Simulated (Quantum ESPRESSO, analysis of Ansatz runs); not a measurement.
# In2O3 (R-3c), nudged elastic band: V_O hop (2.8 Å) (q = +2) (Quantum ESPRESSO), part 3 of 3

Aim: the barrier of one jump in In2O3 (R-3c) at charge +2: V_O hop (2.8 Å). The model is a cell of 80 host atoms with 1 O taken out; O is the atom that moves.

Quantum ESPRESSO 7.5; Quantum ESPRESSO plane-wave DFT, PBEsol, GBRV 1.5 PBEsol potentials; nudged elastic band between two relaxed defect structures at fixed charge in a uniform background.

So far: The starting structure; Relaxation of the start point, charge +2; Relaxation of the end point, charge +2.

### Step 4. Nudged elastic band, charge +2

3 movable images are laid between the ends by interpolation. Each image feels the true force across the path and a spring force along it. The highest image is set to climb to the top of the path.

This step: Quantum ESPRESSO plane-wave DFT, PBEsol, GBRV 1.5 PBEsol potentials; nudged elastic band between two relaxed defect structures at fixed charge in a uniform background.

Input file neb.in:

```
BEGIN
BEGIN_PATH_INPUT
&PATH
  restart_mode = 'from_scratch'
  string_method = 'neb'
  nstep_path = 45
  ds = 1.5
  opt_scheme = 'broyden'
  num_of_images = 5
  k_max = 0.3
  k_min = 0.2
  CI_scheme = 'auto'
  path_thr = 0.06
/
END_PATH_INPUT
BEGIN_ENGINE_INPUT
&CONTROL
  prefix = 'pwscf'
  outdir = './tmp'
  pseudo_dir = './pseudo'
  disk_io = 'low'
/
&SYSTEM
  ibrav = 0
  nat = 79
  ntyp = 2
  ecutwfc = 36
  ecutrho = 288
  nbnd = 352
  occupations = 'fixed'
  tot_charge = 2
  nosym = .true.
/
&ELECTRONS
  conv_thr = 8d-08
  electron_maxstep = 100
  mixing_beta = 0.5
/
ATOMIC_SPECIES
In   114.8180 in_pbesol_v1.4.uspp.F.UPF
O     15.9990 o_pbesol_v1.2.uspp.F.UPF
CELL_PARAMETERS angstrom
   5.4978745703    3.1741994431    9.6511633505
  -5.4978745703    3.1741994431    9.6511633505
   0.0000000000   -6.3483986861    9.6511633503
BEGIN_POSITIONS
FIRST_IMAGE
ATOMIC_POSITIONS crystal
In     0.3189069357    0.3220247726    0.3270412466
In     0.4296545345    0.4294653261    0.4288304249
In     0.1780270528    0.1788130728    0.1802716850
In     0.0684450072    0.0718048162    0.0726391795
O      0.0222256282    0.3755462662    0.2269975580
O      0.3780734797    0.2330692339    0.0116071493
O      0.2262248494    0.0240624861    0.3751021371
O      0.4742527248    0.1321699596    0.2670386317
O      0.2648953982    0.4770681439    0.1340082266
O      0.1230965465    0.2730044831    0.4788648094
In     0.3058694892    0.3166504707    0.8296510629
In     0.4196929577    0.4341937479    0.9435382060
In     0.1762969326    0.1785080817    0.6811567510
In     0.0712082704    0.0707577228    0.5727575780
O      0.0215048188    0.3761147505    0.7268924723
O      0.3734150357    0.2276153763    0.5263678611
O      0.2271755710    0.0252111788    0.8758435039
O      0.4792972325    0.1308773257    0.7722833155
O      0.2822054922    0.4738753783    0.6275586649
O      0.1153992726    0.2738108441    0.9844652135
In     0.3208306892    0.8226951226    0.3198834030
In     0.4252461520    0.9382959300    0.4241987453
In     0.1767779651    0.6791387968    0.1808572336
In     0.0690436251    0.5721998836    0.0713241303
O      0.0228731448    0.8754970669    0.2264706709
O      0.3736026702    0.7255626326    0.0221700000
O      0.2272639853    0.5237122627    0.3771007714
O      0.4757297360    0.6260926886    0.2735146958
O      0.2738535982    0.9802610492    0.1231351701
O      0.1269183047    0.7709336598    0.4781128102
In     0.3207584665    0.8215907361    0.8207844550
In     0.4284773694    0.9293205699    0.9285897452
In     0.1815489301    0.6787548648    0.6780910461
In     0.0720427939    0.5708014972    0.5724507591
O      0.0227550842    0.8738763552    0.7267195367
O      0.3767546045    0.7278488508    0.5221314473
O      0.2378036025    0.5177536992    0.8713229686
O      0.4771205010    0.6199112980    0.7701473192
O      0.2731647393    0.9774978923    0.6250712113
O      0.1262547331    0.7706376679    0.9755244867
In     0.8214878460    0.3218096273    0.3197379930
In     0.9297489861    0.4291413160    0.4278790554
In     0.6769843120    0.1801401919    0.1773235255
In     0.5713362919    0.0721729033    0.0678306520
O      0.5225352571    0.3747818437    0.2279615069
O      0.8723142179    0.2272584393    0.0221595314
O      0.7272328357    0.0259971221    0.3729369487
O      0.9763056409    0.1237144785    0.2758567188
O      0.7705165672    0.4779436264    0.1262993903
O      0.6249027996    0.2740985850    0.4822876740
In     0.8206260404    0.3215569763    0.8196185389
In     0.9224070068    0.4289249101    0.9305132439
In     0.6932204053    0.1560448653    0.6726253834
In     0.5693223017    0.0696410834    0.5685086442
O      0.8732442189    0.2262157607    0.5246518275
O      0.7272413307    0.0230443762    0.8726676083
O      0.9758910652    0.1248158614    0.7736569001
O      0.7672480806    0.4769668082    0.6244345270
O      0.6219355841    0.2770183305    0.9670868777
In     0.8216884744    0.8247728385    0.3183100632
In     0.9311362059    0.9261205225    0.4277073153
In     0.6766078718    0.6801514489    0.1781785431
In     0.5682801391    0.5723671048    0.0730927377
O      0.5228052397    0.8769560286    0.2266365671
O      0.8742917066    0.7268681789    0.0232879427
O      0.7247612770    0.5248218631    0.3761596208
O      0.9735049309    0.6271902593    0.2732249018
O      0.7712088689    0.9799170287    0.1226001910
O      0.6215351602    0.7863747324    0.4769466268
In     0.8250337730    0.8127358755    0.8242049455
In     0.9295264091    0.9282442235    0.9285830048
In     0.6809309832    0.6812565798    0.6800831230
In     0.5767844611    0.5949055998    0.5561782807
O      0.5203850323    0.8754408948    0.7289548886
O      0.8765181112    0.7249069971    0.5222348368
O      0.7230628438    0.5232018027    0.8760396784
O      0.9822311678    0.6188973935    0.7751419255
O      0.7725279175    0.9646682203    0.6277622647
O      0.6242656317    0.7735211862    0.9762079111
INTERMEDIATE_IMAGE
ATOMIC_POSITIONS crystal
In     0.3190435344    0.3220204290    0.3255145531
In     0.4290704108    0.4295375223    0.4287836134
[... 77 atom lines left out ...]
INTERMEDIATE_IMAGE
ATOMIC_POSITIONS crystal
In     0.3191801331    0.3220160853    0.3239878597
In     0.4284862870    0.4296097185    0.4287368019
[... 77 atom lines left out ...]
INTERMEDIATE_IMAGE
ATOMIC_POSITIONS crystal
In     0.3193167318    0.3220117417    0.3224611663
In     0.4279021633    0.4296819146    0.4286899904
[... 77 atom lines left out ...]
LAST_IMAGE
ATOMIC_POSITIONS crystal
In     0.3194533305    0.3220073981    0.3209344729
In     0.4273180396    0.4297541108    0.4286431790
[... 3 atom lines left out ...]
O      0.3700570062    0.2389788937    0.0172250438
[... 4 atom lines left out ...]
In     0.3282135884    0.3071806736    0.8159633786
In     0.4422920104    0.4210590035    0.9335037922
[... 5 atom lines left out ...]
O      0.4830700603    0.1167437380    0.7730157206
O      0.2708620132    0.4806757403    0.6301935666
[... 4 atom lines left out ...]
In     0.0549773190    0.5779781855    0.0942698750
[... 8 atom lines left out ...]
In     0.1711428726    0.6944998931    0.6554732755
[... 2 atom lines left out ...]
O      0.3711847678    0.7284732416    0.5225492520
O      0.5102479460    0.3792472332    0.7325018903
O      0.4656529695    0.6232019565    0.7762962612
[... 20 atom lines left out ...]
O      0.6326058260    0.2660460246    0.9766596996
[... 13 atom lines left out ...]
In     0.5665027156    0.5724603144    0.5714546319
[... 5 atom lines left out ...]
O      0.6250948683    0.7716466979    0.9772324392
END_POSITIONS
K_POINTS gamma
END_ENGINE_INPUT
END
```

On the command line:

```
OMP_NUM_THREADS=1 mpirun -n 4 neb.x -ni 2 -inp neb.in > neb.out
```

The program printed:

```text
[shortened: banners, details of potentials and solvers, and blank lines are left out]
[banner, memory and clock lines left out]
     path-images division:  nimage    =       2
     initial path length           =  5.1832 bohr
     initial inter-image distance  =  1.2958 bohr
     string_method                 =    neb
     restart_mode                  =    from_scratch
     opt_scheme                    =    broyden
     num_of_images                 =    5
     nstep_path                    =    45
     CI_scheme                     =    auto
     first_last_opt                =    F
     use_freezing                  =    F
     ds                            =    1.5000 a.u.
     k_max                         =    0.3000 a.u.
     k_min                         =    0.2000 a.u.
     path_thr                      =    0.0600 eV / A
     ------------------------------ iteration   1 ------------------------------
     activation energy (->) =   2.303068 eV
     activation energy (<-) =   2.303434 eV
     image        energy (eV)        error (eV/A)        frozen
         1     -78647.7550953            0.019482            T
         2     -78646.5937712            3.299386            F
         3     -78645.4520277            4.685345            F
         4     -78646.5955167            2.716154            F
         5     -78647.7554621            0.017498            T
     climbing image =  3
     path length          =  5.183 bohr
     inter-image distance =  1.296 bohr
     ------------------------------ iteration   2 ------------------------------
     activation energy (->) =   1.340258 eV
     activation energy (<-) =   1.340625 eV
     image        energy (eV)        error (eV/A)        frozen
         1     -78647.7550953            0.019482            T
         2     -78646.8954184            1.775513            F
         3     -78646.4148370            1.713933            F
         4     -78646.8954809            1.399846            F
         5     -78647.7554621            0.017498            T
     climbing image =  3
     path length          =  5.240 bohr
[...]
------------------------------ iteration   3 ------------------------------
     activation energy (->) =   1.027517 eV
     activation energy (<-) =   1.027884 eV
     image        energy (eV)        error (eV/A)        frozen
         1     -78647.7550953            0.019482            T
         2     -78647.0544293            0.657088            F
         3     -78646.7275784            1.084151            F
         4     -78647.0545410            0.704964            F
         5     -78647.7554621            0.017498            T
     climbing image =  3
     path length          =  5.320 bohr
[...]
------------------------------ iteration   4 ------------------------------
     activation energy (->) =   0.842889 eV
     activation energy (<-) =   0.843256 eV
     image        energy (eV)        error (eV/A)        frozen
         1     -78647.7550953            0.019482            T
         2     -78647.1299564            0.385856            F
         3     -78646.9122060            0.596427            F
         4     -78647.1302046            0.388712            F
         5     -78647.7554621            0.017498            T
     climbing image =  3
     path length          =  5.424 bohr
[...]
------------------------------ iteration   5 ------------------------------
     activation energy (->) =   0.757479 eV
     activation energy (<-) =   0.757846 eV
     image        energy (eV)        error (eV/A)        frozen
         1     -78647.7550953            0.019482            T
         2     -78647.1642420            0.263738            F
         3     -78646.9976163            0.401196            F
         4     -78647.1645940            0.266301            F
         5     -78647.7554621            0.017498            T
     climbing image =  3
     path length          =  5.486 bohr
[...]
------------------------------ iteration   6 ------------------------------
     activation energy (->) =   0.673171 eV
     activation energy (<-) =   0.673537 eV
     image        energy (eV)        error (eV/A)        frozen
         1     -78647.7550953            0.019482            T
         2     -78647.1934373            0.128823            F
         3     -78647.0819248            0.247730            F
         4     -78647.1939263            0.116571            F
         5     -78647.7554621            0.017498            T
     climbing image =  3
     path length          =  5.586 bohr
[...]
------------------------------ iteration   7 ------------------------------
     activation energy (->) =   0.637846 eV
     activation energy (<-) =   0.638212 eV
     image        energy (eV)        error (eV/A)        frozen
         1     -78647.7550953            0.019482            T
         2     -78647.2030111            0.089515            F
         3     -78647.1172497            0.191041            F
         4     -78647.2035526            0.093318            F
         5     -78647.7554621            0.017498            T
     climbing image =  3
     path length          =  5.652 bohr
[...]
------------------------------ iteration   8 ------------------------------
     activation energy (->) =   0.615876 eV
     activation energy (<-) =   0.616243 eV
     image        energy (eV)        error (eV/A)        frozen
         1     -78647.7550953            0.019482            T
         2     -78647.2083720            0.058305            F
         3     -78647.1392193            0.130112            F
         4     -78647.2090074            0.058379            F
         5     -78647.7554621            0.017498            T
     climbing image =  3
     path length          =  5.695 bohr
[...]
------------------------------ iteration   9 ------------------------------
     activation energy (->) =   0.594143 eV
     activation energy (<-) =   0.594510 eV
     image        energy (eV)        error (eV/A)        frozen
         1     -78647.7550953            0.019482            T
         2     -78647.2137916            0.047600            F
         3     -78647.1609525            0.072359            F
         4     -78647.2144393            0.048023            F
         5     -78647.7554621            0.017498            T
     climbing image =  3
     path length          =  5.752 bohr
[...]
------------------------------ iteration  10 ------------------------------
     activation energy (->) =   0.583241 eV
     activation energy (<-) =   0.583608 eV
     image        energy (eV)        error (eV/A)        frozen
         1     -78647.7550953            0.019482            T
         2     -78647.2171021            0.038754            F
         3     -78647.1718539            0.055599            F
         4     -78647.2177596            0.039002            F
         5     -78647.7554621            0.017498            T
     climbing image =  3
     path length          =  5.785 bohr
     inter-image distance =  1.446 bohr
     neb: convergence achieved in  10 iterations
```

The job ended after 67 min (4 MPI ranks of Arm Neoverse V1, shared host; peak memory 3.1 GiB; 4.5 h of CPU time).

Images along the path:

```
image  path (Å)  energy (eV)        O37: x, y, z (Å)
    0     0.000       0.0000  -1.539, -3.133, 15.701
    1     0.835       0.5380  -1.068, -2.574, 15.688
    2     1.530       0.5832  -0.621, -2.114, 15.678
    3     2.225       0.5373   0.001, -1.956, 15.668
    4     3.061      -0.0004   0.720, -1.827, 15.654
```

Read from the output:

| Quantity | Value |
| --- | --- |
| barrier forward | 0.5832 eV |
| barrier backward | 0.5836 eV |
| end less start | -3.67e-4 eV |
| hop length | 2.610 Å |

The band met its tolerance of 0.06 eV/Å after 10 iterations, with image 2 on top (the start counts as 0). O37, which moves farthest between the ends, has 4 In at 2.14 to 2.25 Å nearest at the start and 4 In at 2.12 to 2.31 Å at the top.

### Step 5. Outcome

| Item | Value |
| --- | --- |
| barrier forward | 0.58 eV |
| barrier backward | 0.58 eV |
| end less start | 0.00 eV |
| hop length | 2.61 Å |
| band iterations, as the log counts them | 10 |

In words: The top of the band lies 0.58 eV above the start and 0.58 eV above the end, which are alike in energy and neighbours. With an assumed prefactor of 1e13 per second it gives one hop a second along this one path at about 230 K; whether such hops link up through the crystal wasn't checked. The order of the top as a saddle was not checked for all atoms, so a bent path could be lower. No image-charge correction is applied; it largely cancels along a path if the charge stays localised alike. Keep in mind: sampling at the zone centre alone can move energies of charged and open-shell states by tenths of an eV or more in cells of this size; spin–orbit coupling, which can matter with heavy atoms, is left out. The cutoff of 36 Ry is under the 40 Ry advised for these potentials.

[Logs are printed without paths, hosts, clocks, repeated set-up lines and the standing remarks that a program may print on its own settings, such as how far it seeks lower states.]

[Hosts, paths, dates, database ids (printed as entryN), source tags and the programs' standing remarks are cut or masked in the printed files.]
